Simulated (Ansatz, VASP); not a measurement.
## C: VASP beside Ansatz

Contents of INCAR:

```
SYSTEM = C
PREC = Accurate
ENCUT = 520
EDIFF = 1E-6
ISMEAR = -1
SIGMA = 0.02
LREAL = .FALSE.
LASPH = .TRUE.
NELM = 80
ALGO = Normal
ISIF = 2
LWAVE = .FALSE.
LCHARG = .FALSE.
GGA = PE
NBANDS = 11
```

Contents of KPOINTS:

```
regular mesh
0
G
  12 12 12
  0 0 0
```

File POSCAR:

```
C
1.0
    0.0000000000      1.7801241434      1.6911179363
    1.7801241434      0.0000000000      1.6911179363
    1.7801241434      1.7801241434      0.0000000000
C
2
Direct
    0.0000000000      0.0000000000      0.0000000000
    0.2500000000      0.2500000000      0.2500000000
```

Input for Ansatz:

```yaml
crystal:
  lattice:
    - [0.0, 1.7801241434, 1.6911179363]
    - [1.7801241434, 0.0, 1.6911179363]
    - [1.7801241434, 1.7801241434, 0.0]
  atoms:
    - { symbol: C, position: [0.0, 0.0, 0.0] }
    - { symbol: C, position: [0.25, 0.25, 0.25] }
kpoints:
  mp_grid: { grid: [12, 12, 12] }
  band_path:
    path:
      - [0.0, 0.0, 0.0]
      - [0.5, 0.0, 0.5]
      - [0.625, 0.25, 0.625]
      - [0.375, 0.375, 0.75]
      - [0.5, 0.5, 0.5]
      - [0.5, 0.25, 0.75]
      - [0.35, 0.0, 0.35]
    npoints: 1
hamiltonian:
  xc: pbe
scf:
  occupations: { method: fermi_dirac, width: 0.02 }
  n_extra_bands: 4
output:
  forces: true
  stress: true
  eigenvalues: true
```

Change from the starting cell: uniaxial_z strain -5.0%.

Alike in both runs: task single point; functional PBE; k mesh 12 × 12 × 12; occupations fermi-dirac, width 0.02 eV; no spin polarisation.

```csv
,VASP,Ansatz
version,VASP 6.6.1,Ansatz 0.2.0
potentials or method,"VASP PAW PBE potentials, release 64 (C)","plane waves, PAW"
plane-wave cutoff (eV),520,420
valence electrons in the cell,8,8
```

Ansatz gave:

| Quantity | Value |
| --- | --- |
| gap on the k mesh at the Fermi level (eV) | 2.97 |
| pressure (GPa) | 29.5 |
| largest component of the traceless stress (GPa) | 31.95 |

Task: Estimate VASP's values.

Result: gap on the k mesh at the Fermi level (eV): 2.97; pressure (GPa): 30.4; largest component of the traceless stress (GPa): 31.92.

Caveats: so large a pressure means that the cell lies far from this level's equilibrium, or that cutoff or potentials fall short (VASP). A k mesh can miss the band edges.
